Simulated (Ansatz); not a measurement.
# Deforming KI

```xyz
2
Lattice="0.0000 3.5246 3.5246 3.5246 0.0000 3.5246 3.5246 3.5246 0.0000" Properties=species:S:1:pos:R:3 pbc="T T T"
K     0.0000    0.0000    0.0000
I     3.5246    3.5246    3.5246
```

Atom numbers follow the list: K1, I2.

The conventional cell has a = 7.049 Å, b = 7.049 Å, c = 7.049 Å, α = 90.00°, β = 90.00°, γ = 90.00°. K (atom 1) has 6 I at 3.52 Å as nearest neighbours. Around I (atom 2) lie 6 K at 3.52 Å.

The cell is COD entry 9009735, as deposited and not checked against the literature; nothing was relaxed.

No spin–orbit coupling, which matters for the heavy atoms here.

These are results of Ansatz 0.2.0, DFT, PBEsol, all-electron PAW with datasets made for the crystal, scalar-relativistic, not measurements.

Numerical set-up: a Γ-centred 8×8×8 k mesh, Fermi–Dirac smearing of 0.01 eV, cutoff 200 eV (chosen by the program for this cell), no spin polarisation.

The unchanged cell is at -0.21 GPa.

x, y and z are the Cartesian axes of the cell as listed; fractional coordinates follow a strain, and an engineering shear is twice the off-diagonal strain component.

Vzz stands for the principal value of largest size of the field-gradient tensor, whatever its axis.

Spin–orbit coupling is left out, which moves gradients at and beside heavy atoms by some per cent and at worst by a factor of two.

(1) With this change (equal xy, yz and zx engineering shear strains of -2 %), what becomes of the energy and stress and field gradients and gap?

With equal xy, yz and zx engineering shear strains of -1 %: energy change under 1 meV/atom; stress change (xx, yy, zz, yz, xz, xy) 0.00, 0.00, 0.00, 0.03, 0.03, 0.03 GPa, compression positive; Vzz in 10²¹ V/m²: K1 0 → 0.07 (η = 0.00), I2 0 → -0.52 (η = 0.00); gap on the k mesh 3.83 → 3.81 eV.

(2) With this change (equal xy, yz and zx engineering shear strains of +1 %), what becomes of the energy and stress and field gradients and gap?

(3) With this change (equal xy, yz and zx engineering shear strains of +2 %), what becomes of the energy and stress and field gradients and gap?

Answers

(1) Energy change under 1 meV/atom; stress change (xx, yy, zz, yz, xz, xy) 0.00, 0.00, 0.00, 0.07, 0.07, 0.07 GPa, compression positive; Vzz in 10²¹ V/m²: K1 0 → 0.13 (η = 0.00), I2 0 → -1.02 (η = 0.00); gap on the k mesh 3.83 → 3.78 eV.

(2) Energy change under 1 meV/atom; stress change (xx, yy, zz, yz, xz, xy) 0.00, 0.00, 0.00, -0.04, -0.04, -0.04 GPa, compression positive; Vzz in 10²¹ V/m²: K1 0 → -0.07 (η = 0.00), I2 0 → 0.54 (η = 0.00); gap on the k mesh 3.83 → 3.82 eV.

(3) Energy change under 1 meV/atom; stress change (xx, yy, zz, yz, xz, xy) 0.00, 0.00, 0.00, -0.08, -0.08, -0.08 GPa, compression positive; Vzz in 10²¹ V/m²: K1 0 → -0.13 (η = 0.00), I2 0 → 1.09 (η = 0.00); gap on the k mesh 3.83 → 3.80 eV.
